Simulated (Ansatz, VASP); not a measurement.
## NaF (Villiaumite) in VASP and in Ansatz

The input INCAR:

```
PREC = Accurate
ENCUT = 520
EDIFF = 1E-7
ISMEAR = -1
SIGMA = 0.05
LREAL = False
LASPH = True
NELM = 80
ALGO = Normal
ISIF = 2
LWAVE = False
LCHARG = True
GGA = CA
LELF = True
LVHAR = True
NBANDS = 14
```

The input KPOINTS:

```
Automatic mesh
0
Gamma
  10 10 10
```

Contents of POSCAR:

```
NaF
1.0
    0.0000000000      2.3044290610      2.3044290610
    2.3044290610      0.0000000000      2.3044290610
    2.3044290610      2.3044290610      0.0000000000
Na F
1 1
Direct
    0.0000000000      0.0000000000      0.0000000000
    0.5000000000      0.5000000000      0.5000000000
```

File input.yaml:

```yaml
crystal:
  lattice:
    - [0.0, 2.304429061, 2.304429061]
    - [2.304429061, 0.0, 2.304429061]
    - [2.304429061, 2.304429061, 0.0]
  atoms:
    - { symbol: Na, position: [0.0, 0.0, 0.0] }
    - { symbol: F, position: [0.5, 0.5, 0.5] }
hamiltonian:
  xc: lda
  pseudopotentials: { kind: paw }
kpoints:
  mp_grid: { grid: [10, 10, 10] }
scf:
  occupations: { method: fermi_dirac, width: 0.05 }
output:
  forces: true
  stress: true
  eigenvalues: true
  write_density: true
  write_potential: true
  elf: true
  volumetric_format: npy
```

Alike in both runs: task single point; functional LDA; k mesh 10 × 10 × 10; occupations fermi-dirac, width 0.05 eV; no spin polarisation.

|  | VASP | Ansatz |
| --- | --- | --- |
| version | VASP 6.6.1 | Ansatz 0.2.0 |
| potentials or method | VASP PAW LDA potentials, release 64 (Na_pv, F) | Ansatz PAW |
| plane-wave cutoff (eV) | 520 | 420 |
| valence electrons in the cell | 14 | 16 |

VASP gave:

```
gap on the k mesh at the Fermi level (eV) : 6.04
least direct gap on the mesh (eV)         : 6.04
pressure (GPa)                            : -3.7
```

Question: Estimate Ansatz's values.

Answer: gap on the k mesh at the Fermi level (eV): 6.06; least direct gap on the mesh (eV): 6.06; pressure (GPa): -3.6.

The two sets of potentials don't hold the same shells in valence.

Caveats: the pressure holds a Pulay correction of +0.7 GPa for the finite cutoff (Ansatz); the PAW data sets come from PBE, with cores solved anew for the run's functional, which leaves a small shift of forces and pressure (Ansatz). A k mesh can miss the band edges.
